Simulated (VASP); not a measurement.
# CdTe (F-43m) under uniaxial stress along [111], part 2 of 2

How do the elastic response and the band edges of CdTe follow uniaxial stress along [111]?

VASP 6.6.1, plane waves and PAW; the level of theory is named at each step.

So far: Starting point; Relax the crystal, LDA; Strain across the axis, LDA; Band edges, TB-mBJ with spin-orbit coupling; Band edges, r2SCAN with spin-orbit coupling.

### Step 5. Band edges, r2SCAN with spin-orbit coupling (continued)

Level of this step: r2SCAN, spin-orbit coupling; plane waves and PAW (Cd, Te); cell typed or built by script (VASP).

OUTCAR, selected parts (step 5):

```text
  Total        1.0946294      1.0946294      1.0946294     -0.1159712     -0.1159712     -0.1159712
  in kB       26.3944016     26.3944016     26.3944016     -2.7963714     -2.7963714     -2.7963714
  external PRESSURE =      26.3944016 kB  Pullay stress =       0.0000000 kB

 POSITION                                       TOTAL-FORCE (eV/Angst)
 -----------------------------------------------------------------------------------
      0.00836      0.00836      0.00836         0.009209      0.009209      0.009209
      1.61973      1.61973      1.61973        -0.009209     -0.009209     -0.009209
 -----------------------------------------------------------------------------------
    total drift:                               -0.000110     -0.000110     -0.000110

  FREE ENERGIE OF THE ION-ELECTRON SYSTEM (eV)
  ---------------------------------------------------
  free  energy   TOTEN  =      -790.8197604860 eV

  energy  without entropy=     -790.8197604860  energy(sigma->0) =     -790.81976049

[... 2 parts as in an earlier step ...]

[... 1 further part left out ...]
[key lines of the parts left out:]
E-fermi :   2.8332
```

Read from the output:

* energy(sigma→0) of the program: -790.8198 eV
* stress, compression positive: 2.08 along [111], 2.92 across it (mean), GPa

The run ends at a pressure of 2.64 GPa, with forces up to 0.016 eV/Å.

### Step 6. All members

Runs beyond LDA use the data sets made with LDA; this shifts their levels slightly, and their total energies have another zero (at TB-mBJ, which has no energy functional, they mean nothing).

The other members went through these steps as far as the tables show, with the same cutoff and, step by step, the same mesh; 41 runs are not shown. The session took 3.6 core hours (wall time by ranks) on a shared machine.

```csv
strain along the axis (%),strain across the axis (%),"stress along the axis, tension positive (GPa)",energy above the unstrained row (meV/atom),"gap on the mesh, LDA (eV)"
-2.000,0.619,-1.095,2.468,0.577
-1.500,0.465,-0.828,1.422,0.593
-1.000,0.309,-0.558,0.667,0.609
-0.500,0.161,-0.268,0.191,0.625
0,0.000,-0.003,0.000,0.644
0.500,-0.140,0.272,0.094,0.625
1.000,-0.288,0.561,0.483,0.606
1.500,-0.432,0.846,1.149,0.586
2.000,-0.575,1.132,2.112,0.564
```

Slopes at zero strain, from cubics through all rows: strain ratio -0.299, stress over strain 56 GPa.

Band edges at TB-mBJ with spin-orbit coupling, counted from the valence-band top at Γ, spin-orbit pairs averaged, with one row partly withheld:

```csv
strain along the axis (%),gap (eV),conduction band at Γ (eV),Δ or X valley along z (eV),Δ or X valley along x (eV),"lowest conduction level at L, [111] (eV)","lowest conduction level at L, [-111] (eV)",second valence level below the top (eV),third valence level below the top (eV)
-2.000,1.602,1.603,2.822,2.822,2.173,2.408,0.099,0.880
-1.500,1.613,1.614,2.865,2.865,?,2.405,0.074,0.865
-1.000,1.623,1.623,2.901,2.901,2.285,2.402,0.050,0.850
-0.500,1.631,1.631,2.925,2.925,2.339,2.399,0.026,0.836
0,1.640,1.640,2.945,2.945,2.396,2.396,0.000,0.823
0.500,1.620,1.620,2.933,2.933,2.425,2.367,0.025,0.835
1.000,1.600,1.601,2.917,2.917,2.454,2.339,0.049,0.848
1.500,1.579,1.579,2.889,2.889,2.482,2.311,0.073,0.862
2.000,1.556,1.556,2.857,2.857,2.511,2.282,0.096,0.877
```

Conduction masses, in electron masses:

```csv
strain along the axis (%),"conduction mass at Γ, along the strain axis or the normal of the plane","conduction mass at Γ, across the strain axis or in the plane"
-2.000,0.150,0.135
-1.500,0.147,0.135
-1.000,0.144,0.136
-0.500,0.142,0.137
0,0.139,0.139
0.500,0.136,0.140
1.000,0.133,0.141
1.500,0.131,0.142
2.000,0.128,0.143
```

Band edges at r2SCAN with spin-orbit coupling, counted from the valence-band top at Γ, spin-orbit pairs averaged:

```csv
strain along the axis (%),gap (eV),conduction band at Γ (eV),Δ or X valley along z (eV),Δ or X valley along x (eV),"lowest conduction level at L, [111] (eV)","lowest conduction level at L, [-111] (eV)",second valence level below the top (eV),third valence level below the top (eV)
-2.000,1.057,1.059,2.401,2.401,1.750,2.015,0.102,0.897
-1.500,1.068,1.069,2.444,2.444,1.811,2.010,0.077,0.882
-1.000,1.078,1.078,2.485,2.485,1.872,2.004,0.052,0.867
-0.500,1.086,1.086,2.516,2.516,1.931,1.999,0.027,0.853
0,1.094,1.094,2.539,2.539,1.994,1.994,0.000,0.839
0.500,1.073,1.073,2.526,2.526,2.028,1.962,0.026,0.852
1.000,1.052,1.052,2.504,2.504,2.061,1.931,0.051,0.865
1.500,1.029,1.029,2.473,2.473,2.094,1.899,0.076,0.880
2.000,1.005,1.005,2.438,2.438,2.126,1.867,0.101,0.896
```

Conduction masses, in electron masses:

```csv
strain along the axis (%),"conduction mass at Γ, along the strain axis or the normal of the plane","conduction mass at Γ, across the strain axis or in the plane"
-2.000,0.097,0.090
-1.500,0.096,0.090
-1.000,0.094,0.090
-0.500,0.092,0.090
0,0.091,0.091
0.500,0.089,0.091
1.000,0.088,0.092
1.500,0.086,0.092
2.000,0.085,0.092
```

### Step 7. Fit and prediction

The quantity to fit is the splitting of the lowest conduction levels at the L points ([111] less [-111]) at TB-mBJ with spin-orbit coupling: -0.235, -0.117, -0.060, 0.000, 0.058, 0.115, 0.172, 0.229 eV in the rows shown.

A least-squares parabola through the 8 rows shown, with d the strain along the axis less the strain across it, in %: E = − 1.54e-4 d² + 0.08941 d − 5.70e-5 (eV), r.m.s. residual 5.6e-4 eV.

At d = -1.965 this predicts -0.1763 eV.

### Step 8. Prediction against calculation

The calculation gives -0.1762 eV, so the prediction is 0.0001 eV too low.

The splitting is Ξu times 8/9 of d, with d as a fraction, so the linear term gives Ξu = 10.1 eV.

### Step 9. What came out

```json
{
  "Poisson ratio": "0.299",
  "Young's modulus along the axis": "56 GPa",
  "gap of the unstrained cell, TB-mBJ with spin-orbit coupling": "1.64 eV",
  "gap of the unstrained cell, r2SCAN with spin-orbit coupling": "1.09 eV",
  "shear deformation potential Ξu of the lowest conduction levels at L": "10.1 eV",
  "error of the predicted row": "-0.1 meV"
}
```

As a check, the curvature of the energy gives 55 GPa for the same modulus (energy per volume = E/2 × strain²), 0 % from the slope of the stress. At TB-mBJ with spin-orbit coupling the lowest conduction valley is Γ throughout, and the gap runs between 1.56 and 1.64 eV. At r2SCAN with spin-orbit coupling the lowest conduction valley is Γ throughout, and the gap runs between 1.01 and 1.09 eV. Hole masses are left out throughout, since the top bands are degenerate or cross in many series; of conduction masses, those of the Γ, L and (for Si and Ge under (001) strain) Δ valleys are kept where they change by under an eighth between rows. TB-mBJ is a potential fitted for gaps; it has no energy functional, so its total energies and forces mean nothing, and its bands tend to come out too narrow. r2SCAN opens gaps somewhat over GGA but leaves them below measured values as a rule. Δ or X levels are the lowest on their line, refined by a parabola unless they lie at X; the gap is read from all points sampled and can differ from the lowest valley by some meV, or by tens of meV where strain moves the valence top off Γ. Temperature, zero-point motion and excitons are left out.

[Lines on the potential files, build, host, timing and source positions are cut from VASP's logs without a mark.]

[Logs are printed without paths, hosts, clocks, repeated set-up lines and the standing remarks that a program may print on its own settings, such as how far it seeks lower states.]

[Hosts, paths, dates, database ids (printed as entryN), source tags and the programs' standing remarks are cut or masked in the printed files.]

[In band tables of VASP the shares of atoms and orbitals are scaled to a sum of 1 inside the atoms' spheres.]
